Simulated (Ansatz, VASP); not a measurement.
CdTe: VASP beside Ansatz

Contents of INCAR:

```
SYSTEM = CdTe
ALGO = Normal
EDIFF = 1E-6
ENCUT = 520
GGA = RP
ISIF = 2
ISMEAR = 0
IVDW = 13
LASPH = .TRUE.
LCHARG = .FALSE.
LREAL = .FALSE.
LWAVE = .FALSE.
NBANDS = 16
NELM = 80
PREC = Accurate
SIGMA = 0.05
```

The input KPOINTS:

```
k-points
0
G
  6 6 6
  0 0 0
```

The input POSCAR:

```
CdTe
1.0
    0.0000000000      2.9821656131      2.9821656131
    2.9821656131      0.0000000000      2.9821656131
    2.9821656131      2.9821656131      0.0000000000
Cd Te
1 1
Direct
    0.5000000000      0.5000000000      0.5000000000
    0.0000000000      0.0000000000      0.0000000000
```

Input for Ansatz:

```yaml
crystal:
  lattice:
    - [0.0, 2.9821656131, 2.9821656131]
    - [2.9821656131, 0.0, 2.9821656131]
    - [2.9821656131, 2.9821656131, 0.0]
  atoms:
    - { symbol: Cd, position: [0.5, 0.5, 0.5] }
    - { symbol: Te, position: [0.0, 0.0, 0.0] }
basis:
  ecutwfc: 420
  ecutrho_ratio: 4
kpoints:
  mp_grid: { grid: [6, 6, 6] }
hamiltonian:
  xc: rpbe
  dispersion: d4
scf:
  occupations: { method: gaussian, width: 0.05 }
output:
  forces: true
  stress: true
  eigenvalues: true
```

Alike in both runs: task single point; functional RPBE; dispersion D4; k mesh 6 × 6 × 6; occupations gaussian, width 0.05 eV; no spin polarisation.

|  | VASP | Ansatz |
| --- | --- | --- |
| version | VASP 6.6.1 | Ansatz 0.2.0 |
| potentials or method | VASP PAW PBE potentials, release 64 (Cd, Te) | scalar-relativistic, plane waves, PAW |
| plane-wave cutoff (eV) | 520 | 420 |
| valence electrons in the cell | 18 | 36 |

|  | VASP | Ansatz | Ansatz less VASP |
| --- | --- | --- | --- |
| gap on the k mesh at the Fermi level (eV) | none | none | - |
| pressure (GPa) | 1.4 | 1.2 | -0.20 |
| dispersion energy (meV/atom) | -882.0 | -882.2 | -0.19 |

A gap of «none» marks a metal or a gap that the smearing closes. The two sets of potentials don't hold the same shells in valence.

Caveats: the PAW data sets were made with another functional, which shifts forces and pressure a little (VASP); pairwise dispersion overbinds metals, which lowers pressure and volume. Spin-orbit coupling is left out, which matters for the levels of Te.
